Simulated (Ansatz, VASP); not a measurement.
## GaP in VASP and in Ansatz

Contents of INCAR:

```
SYSTEM = GaP
PREC = Accurate
ENCUT = 600
EDIFF = 1E-6
ISMEAR = 0
SIGMA = 0.02
LREAL = .FALSE.
LASPH = .TRUE.
NELM = 80
ALGO = Normal
ISIF = 3
LWAVE = .FALSE.
LCHARG = .FALSE.
GGA = CA
IBRION = 2
NSW = 70
EDIFFG = -0.005
```

KPOINTS

```
Automatic mesh
0
G
  8 8 8
  0 0 0
```

The input POSCAR:

```
GaP
1.0
    0.0000000000      2.7525368068      2.7525368068
    2.7525368068      0.0000000000      2.7525368068
    2.7525368068      2.7525368068      0.0000000000
Ga P
1 1
Direct
    0.0000000000      0.0000000000      0.0000000000
    0.2500000000      0.2500000000      0.2500000000
```

Input for Ansatz:

```yaml
crystal:
  lattice:
    - [0.0, 2.7525368068, 2.7525368068]
    - [2.7525368068, 0.0, 2.7525368068]
    - [2.7525368068, 2.7525368068, 0.0]
  atoms:
    - { symbol: Ga, position: [0.0, 0.0, 0.0] }
    - { symbol: P, position: [0.25, 0.25, 0.25] }
basis:
  ecutwfc: 420
kpoints:
  mp_grid: { grid: [8, 8, 8] }
hamiltonian:
  xc: lda
scf:
  occupations: { method: gaussian, width: 0.02 }
output:
  forces: true
  stress: true
  eigenvalues: true
relax:
  adjacent_minimum: "off"
  f_tol: 0.005
  max_steps: 50
  cell: { stress_tol: 0.05 }
```

Alike in both runs: task relaxation of cell and atoms; functional LDA; k mesh 8 × 8 × 8; occupations gaussian, width 0.02 eV; no spin polarisation.

|  | VASP | Ansatz |
| --- | --- | --- |
| version | VASP 6.6.1 | Ansatz 0.2.0 |
| potentials or method | VASP PAW LDA potentials, release 64 (Ga_d, P) | scalar-relativistic, plane waves, PAW |
| plane-wave cutoff (eV) | 600 | 420 |
| valence electrons in the cell | 18 | 18 |

|  | VASP | Ansatz | Ansatz less VASP |
| --- | --- | --- | --- |
| gap on the k mesh at the Fermi level, each at its own relaxed structure (eV) | 1.43 | 1.43 | -0.001 |
| relaxed volume (Å³/atom) | 19.61 | 19.59 | -0.018 |
| relaxed cell length with the largest relative difference (Å) | 3.814 | 3.812 | -0.0012 |
| energy change over the relaxation (meV/atom) | -20 | -21 | -0.7 |

A k mesh can miss the band edges. LDA usually gives volumes a few per cent too small. Expect the measured gap to be larger: semilocal functionals such as LDA lack the derivative discontinuity.
